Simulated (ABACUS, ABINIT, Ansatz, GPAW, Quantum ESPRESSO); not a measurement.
# Au: equilibrium volume by level of theory

**What was measured.** The equilibrium volume of Au (Gold) (Fm-3m) is reported as 16.96 Å³/atom at 298.15 K (a printed reference work). The runs below try to reproduce it.

```
CELL_PARAMETERS angstrom
0.00000 2.03500 2.03500
2.03500 0.00000 2.03500
2.03500 2.03500 0.00000
ATOMIC_POSITIONS crystal
Au 0.00000 0.00000 0.00000
```

| rung | level | program and potentials | cutoff (eV) | k mesh | smearing | task | core time | chip | equilibrium volume (Å³/atom) | miss | notes |
| --- | --- | --- | --- | --- | --- | --- | --- | --- | --- | --- | --- |
| GGA + dispersion | revPBE+D4 | Ansatz, all-electron LAPW, scalar-relativistic | - | 11 × 11 × 11 | fermi-dirac 0.05 | relaxation of cell and atoms | 21 s | Arm Neoverse V2 | 17.19 | +1.4 % | - |
| GGA | WC | ABACUS, PseudoDojo NC SR 0.5 PBE standard, plane waves | 1034 | 9 × 9 × 9 | fermi-dirac 0.05 | equation of state | 22 s | AMD EPYC 9R45 Zen 5 | 17.13 | +1.0 % | potentials made for PBE; fit through 4 volumes |
| GGA | PW91 | ABACUS, Ansatz NC PBE, plane waves | 1034 | 9 × 9 × 9 | fermi-dirac 0.05 | relaxation of cell and atoms | 29 s | Intel Xeon Platinum 8488C Sapphire Rapids | 17.97 | +6.0 % | potentials made for PBE; 19 valence electrons an atom on average |
| GGA | rPW86PBE | ABACUS, PseudoDojo NC SR 0.5 PBE standard, plane waves | 1034 | 9 × 9 × 9 | fermi-dirac 0.05 | relaxation of cell and atoms | 34 s | AMD EPYC 9R14 Zen 4 | 19.23 | +13.4 % | potentials made for PBE; 19 valence electrons an atom on average |
| GGA | PBE | ABACUS, PseudoDojo NC SR 0.5 PBE standard, plane waves | 1034 | 9 × 9 × 9 | fermi-dirac 0.05 | relaxation of cell and atoms | 35 s | Intel Xeon 6975P-C Granite Rapids | 17.92 | +5.7 % | 19 valence electrons an atom on average |
| GGA | SOGGA | ABACUS, PseudoDojo NC SR 0.5 PBE stringent, plane waves | 1034 | 9 × 9 × 9 | fermi-dirac 0.05 | equation of state | 35 s | Intel Xeon Platinum 8488C Sapphire Rapids | 16.74 | -1.3 % | potentials made for PBE; fit through 4 volumes |
| GGA | PBEsol | ABINIT, PseudoDojo NC SR PBEsol v0.4.1 standard | 871 | 8 × 8 × 8 | fermi-dirac 0.05 | relaxation of cell and atoms | 55 s | Arm Neoverse V1 | 17.07 | +0.6 % | 19 valence electrons an atom on average |
| GGA + dispersion | PBE+D4 | GPAW, GPAW PAW data sets (gpaw-data 1.2.1) | 600 | 11 × 11 × 11 | fermi-dirac 0.05 | equation of state | 80 s | Arm Neoverse V1 | 17.55 | +3.5 % | far from this level's other runs, cause not traced |
| GGA | OLYP | ABACUS, GBRV ultrasoft 1.5 PBE, plane waves | 544 | 9 × 9 × 9 | fermi-dirac 0.05 | relaxation of cell and atoms | 2 min | AMD EPYC 9R14 Zen 4 | 17.88 | +5.4 % | potentials made for PBE; 11 valence electrons an atom on average |
| non-local van der Waals functional | rev-vdW-DF2 | Quantum ESPRESSO, PseudoDojo 0.4.1 SR PBE standard | 1034 | 11 × 11 × 11 | fermi-dirac 0.05 | equation of state | 7.5 min | Arm Neoverse V2 | 17.53 | +3.4 % | potentials made for PBE |

Times are single runs on shared hosts and different chips, so they are rough; meshes, cutoffs and the tasks' sizes weigh on the time. All rows: no spin polarisation. Smearing widths are in eV. For a metal such meshes aren't converged. Meshes differ between rows, which moves values too. Meshes are those of the run's cell of 1 atom unless a note names another. Relaxations start from the cell shown or near it and stop with a little pressure left. The cell shown, of 16.85 Å³ an atom, is the runs' start and not the measured value. Misses use the values as printed. Runs on faulty files, with rough fits or with known faults for this quantity aren't shown. No row holds spin-orbit coupling.

By rung: GGA + dispersion 17.19 to 17.55; GGA 16.74 to 19.23; non-local van der Waals functional 17.53 (Å³/atom). Measured: 16.96 Å³/atom at 298.15 K (a printed reference work). Closest is PBEsol (+0.6 %). The runs are for a static lattice, while measurements hold temperature and zero-point motion.
